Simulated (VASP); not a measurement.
## W: band structure with PBE

W:

```
W
1.0
    -1.57761    1.57761    1.57761
     1.57761   -1.57761    1.57761
     1.57761    1.57761   -1.57761
W
1
Direct
  0.00000 0.00000 0.00000
```

| Item | Value |
| --- | --- |
| Program | VASP 6.6.1 |
| Task | band structure |
| Functional | PBE |
| Potentials or basis | VASP PAW PBE potentials, release 64 (W_sv) |
| Cutoff | 520 eV |
| k mesh | 16 × 16 × 16 |
| Occupations | methfessel-paxton, width 0.1 eV |
| Spin | no spin polarisation |
| Further INCAR settings | ALGO = Normal; EDIFF = 1e-06; NBANDS = 13 |

```yaml
Pressure: 8.9 GPa
Band_gap_along_the_path: none (metal or under the smearing width)
```

Levels at the corners of the path, in eV from the Fermi level:
| point | band 3 | band 4 | band 5 | band 6 | band 7 | band 8 | band 9 | band 10 | band 11 | band 12 |
| --- | --- | --- | --- | --- | --- | --- | --- | --- | --- | --- |
| Γ | -37.76 | -37.76 | -9.74 | -1.29 | -1.29 | -1.29 | 2.24 | 2.24 | 14.49 | 14.49 |
| H | -38.69 | -38.69 | -5.96 | -5.96 | 5.19 | 5.19 | 5.19 | 8.27 | 8.27 | 8.27 |
| H | -38.69 | -38.69 | -5.96 | -5.96 | 5.19 | 5.19 | 5.19 | 8.27 | 8.27 | 8.27 |
| N | -38.19 | -37.77 | -6.39 | -3.66 | 0.66 | 2.14 | 3.13 | 6.19 | 11.19 | 11.46 |
| N | -38.19 | -37.77 | -6.39 | -3.66 | 0.66 | 2.14 | 3.13 | 6.19 | 11.19 | 11.46 |
| Γ | -37.76 | -37.76 | -9.74 | -1.29 | -1.29 | -1.29 | 2.24 | 2.24 | 14.49 | 14.49 |
| Γ | -37.76 | -37.76 | -9.74 | -1.29 | -1.29 | -1.29 | 2.24 | 2.24 | 14.49 | 14.49 |
| P | -38.43 | -38.43 | -3.03 | -3.03 | -3.03 | 3.30 | 3.30 | 6.67 | 12.32 | 12.32 |
| P | -38.43 | -38.43 | -3.03 | -3.03 | -3.03 | 3.30 | 3.30 | 6.67 | 12.32 | 12.32 |
| H | -38.69 | -38.69 | -5.96 | -5.96 | 5.19 | 5.19 | 5.19 | 8.27 | 8.27 | 8.27 |
| P | -38.43 | -38.43 | -3.03 | -3.03 | -3.03 | 3.30 | 3.30 | 6.67 | 12.32 | 12.32 |
| N | -38.19 | -37.77 | -6.39 | -3.66 | 0.66 | 2.14 | 3.13 | 6.19 | 11.19 | 11.46 |

Wall time 7.6 s on 4 MPI ranks on Intel(R) Xeon(R) Platinum 8488C (Sapphire Rapids), with other jobs on the host, peak memory 0.15 GiB a rank.

Caveat: spin-orbit coupling is left out, which moves the levels of the heavy elements.
